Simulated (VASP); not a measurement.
Set up this calculation in VASP 6.6.1, as the native input.

* Task: single point
* Functional: PBE
* Potentials or basis: VASP PAW PBE potentials, release 64 (Cu)
* Cutoff: 900 eV
* k mesh: 15 × 15 × 8
* Occupations: fermi-dirac, width 0.05 eV
* Spin: no spin polarisation
* Further INCAR settings: ADDGRID = False; ALGO = Normal; EDIFF = 1e-08; NBANDS = 18

The structure of Cu lies in POSCAR:

```
Cu
1.0
    2.5340966698      0.0000000000      0.0000000000
   -1.2670483349      2.1945920917      0.0000000000
    0.0000000000      0.0000000000      4.1125710000
Cu
2
Direct
    0.6666666667      0.3333333333      0.7500000000
    0.3333333333      0.6666666667      0.2500000000
```

This isn't the form of Cu at room conditions, which is fcc.

The input as run:

INCAR

```
SYSTEM = Cu
PREC = Accurate ; ENCUT = 900
EDIFF = 1E-8 ; ISMEAR = -1
SIGMA = 0.05 ; LREAL = .FALSE.
LASPH = .TRUE. ; NELM = 100
ALGO = Normal ; ISIF = 2
LWAVE = .FALSE. ; LCHARG = .FALSE.
GGA = PE ; NBANDS = 18
ADDGRID = .FALSE.
```

KPOINTS

```
Automatic mesh
0
G
  15 15 8
  0 0 0
```

Potentials or basis: VASP PAW PBE potentials, release 64 (Cu).

Launch:

```console
$ cat potpaw_PBE.64/Cu/POTCAR > POTCAR
$ mpirun -np 1 vasp_std > vasp.out
```

It gave:

```json
{
 "Pressure": "7.7 GPa",
 "Band gap on the k mesh": "none (metal or under the smearing width)"
}
```

It took 3.7 min on 1 thread of AMD EPYC 7R13 Processor (Zen 3) (shared host), peak memory 0.22 GiB.
